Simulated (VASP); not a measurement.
# Hf: relaxation of cell and atoms with PBEsol

Crystal: Hf.

```xyz
2
Lattice="3.0107 0.0000 0.0000 -1.5053 2.6073 0.0000 0.0000 0.0000 4.9436" Properties=species:S:1:pos:R:3 pbc="T T T"
Hf    0.0000    1.7382    1.2359
Hf    1.5053    0.8691    3.7077
```

```
Program                : VASP 6.6.1
Task                   : relaxation of cell and atoms
Functional             : PBEsol
Potentials or basis    : VASP PAW PBE potentials, release 64 (Hf_pv)
Cutoff                 : 520 eV
k mesh                 : 3 × 3 × 2
Occupations            : gaussian, width 0.1 eV
Spin                   : no spin polarisation
Target pressure        : 12 GPa
Further INCAR settings : ALGO = Normal; EDIFF = 1e-07; IBRION = 2; EDIFFG = -0.002; NSW = 80; ISIF = 3
Target pressure        : 12 GPa
```

The relaxed volume is 19.41 Å³/atom. The relaxed cell is a = 3.011 Å, b = 3.011 Å, c = 4.943 Å, α = 90.00°, β = 90.00°, γ = 120.00° and the space group after relaxing (to 0.05 Å) is P6_3/mmc (No. 194). The energy change on relaxing (the enthalpy is what falls) is -0.5 meV/atom. The ionic steps are 4. The pressure after relaxing is 12.0 GPa. The band gap on the k mesh is none (metal or under the smearing width).

The path:
```csv
step,energy change (eV),largest force (eV/Å),pressure (GPa),volume (Å³)
1,0.0000,0.0000,12.03,38.81
2,-0.0017,0.0000,11.95,38.83
3,-0.0009,0.0000,11.99,38.82
4,-0.0009,0.0000,12.00,38.82
```

Final structure:
```
Hf
1.0
     3.01133    0.00000    0.00000
    -1.50566    2.60789    0.00000
     0.00000    0.00000    4.94301
Hf
2
Direct
  0.33333 0.66667 0.25000
  0.66667 0.33333 0.75000
```

Levels at points of the mesh, in eV from the Fermi level:
```
           k point  band 7  band 8  band 9  band 10  band 11  band 12  band 13  band 14
(0.00, 0.00, 0.00)   -7.87   -4.28    0.94     1.10     1.24     1.24     2.12     2.12
(0.00, 0.00, 0.50)   -5.74   -5.74   -0.09    -0.09     1.20     1.20     1.20     1.20
```

It took 13 s on 1 thread of Intel(R) Xeon(R) Platinum 8488C (Sapphire Rapids) (shared host), peak memory 0.16 GiB.

Caveat: the k mesh is coarse (spacing up to 0.80 Å⁻¹), so the values aren't converged; the cell is relaxed towards a set pressure, so the enthalpy falls and the energy may rise; the PAW data sets were made with another functional, which shifts forces and pressure a little. Spin-orbit coupling is left out, which matters for the levels of Hf.
